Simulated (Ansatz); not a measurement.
The system is BaTiO3.

```
Ba Ti O
1.0
     3.99980    0.00000    0.00000
     0.00000    3.99980    0.00000
     0.00000    0.00000    4.01800
Ba Ti O
1 1 3
Direct
  0.00000 0.00000 0.00000
  0.50000 0.50000 0.49000
  0.00000 0.50000 0.51700
  0.50000 0.00000 0.51700
  0.50000 0.50000 0.01900
```

```yaml
Program: Ansatz 0.2.0
Task: relaxation of cell and atoms
Functional: revPBE
Dispersion: D4
Potentials_or_basis: Ansatz PAW
Cutoff: "420 eV (not typed: the program's choice for these potentials)"
k_mesh: 7 × 7 × 7
Occupations: fermi-dirac, width 0.05 eV
Spin: no spin polarisation
```

At the start: volume 12.86 Å³/atom.

**Question.** How do energy, volume and symmetry change on relaxing?

**Answer.** It ends after 12 steps and the volume is 13.10 Å³/atom (+1.9 %); space group P4mm (No. 99, to 0.05 Å).

The path:
```tsv
step	energy change (eV)	largest force (eV/Å)	volume (Å³)
1	0.0000	0.3383	64.28
2	-0.0035	0.2530	64.47
3	-0.0056	0.2270	64.44
4	-0.0129	0.1601	64.56
5	-0.0147	0.2549	65.25
6	-0.0180	0.0570	65.40
7	-0.0184	0.0250	65.32
8	-0.0184	0.0006	65.34
9	-0.0232	0.0005	65.34
10	-0.0230	0.0028	65.49
11	-0.0229	0.0069	65.52
12	-0.0236	0.0069	65.52
```

Final structure:
```yaml
crystal:
  lattice:
    - [3.97369, 0.00000, 0.00000]
    - [0.00000, 3.97369, 0.00000]
    - [0.00000, 0.00000, 4.14958]
  atoms:
    - { symbol: Ba, position: [0.00000, 0.00000, 0.99155] }
    - { symbol: Ti, position: [0.50000, 0.50000, 0.47485] }
    - { symbol: O, position: [0.00000, 0.50000, 0.51990] }
    - { symbol: O, position: [0.50000, 0.00000, 0.51990] }
    - { symbol: O, position: [0.50000, 0.50000, 0.03680] }
```

Caveat: the plane-wave basis is chosen anew once the cell has moved, so the energies of steps on either side of that aren't comparable; the pressure holds a Pulay correction of +0.5 GPa for the finite cutoff; the PAW data sets come from PBE, with cores solved anew for the run's functional, which leaves a small shift of forces and pressure.
